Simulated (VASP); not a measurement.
TaN under changes of volume

One of the cells (10.568 Å³/atom); the others are scaled copies at fixed shape and fractional positions:

```
Ta N
1.0
     0.00000    2.19449    2.19449
     2.19449    0.00000    2.19449
     2.19449    2.19449    0.00000
Ta N
1 1
Direct
  0.50000 0.50000 0.50000
  0.00000 0.00000 0.00000
```

The cell comes from a database or a generator and needn't be the stable form of this composition.

- Program: VASP 6.6.1
- Functional: PBE
- Dispersion: D3(BJ)
- Potentials or basis: VASP PAW PBE potentials, release 64 (Ta_pv, N)
- Cutoff: 520 eV
- k mesh: 8 × 8 × 8
- Occupations: fermi-dirac, width 0.05 eV
- Spin: no spin polarisation

| volume (Å³/atom) | energy over the lowest point (meV/atom) | pressure (GPa) |
| --- | --- | --- |
| 10.145 | ? | ? |
| 10.357 | 5.03 | 7.5 |
| 10.568 | 0.00 | 0.1 |
| 10.779 | 4.18 | -6.5 |
| 10.991 | 16.62 | -12.4 |

Question: What does the run at 10.145 Å³/atom give?

Answer: Energy over the lowest point 20.33 meV/atom; pressure 15.7 GPa.

Worked out: A Birch-Murnaghan fit of order 2 (a polynomial in V^(-2/3)) to the other rows has its minimum at 10.57 Å³/atom with B0 = V·E''(V) = 346 GPa. It gives 20.21 meV/atom at 10.145 Å³/atom, against the run's 20.33, and -dE/dV = 15.6 GPa, against 15.7.

Energies are extrapolated to zero smearing.

Caveats: pairwise dispersion overbinds metals, which lowers pressure and volume.
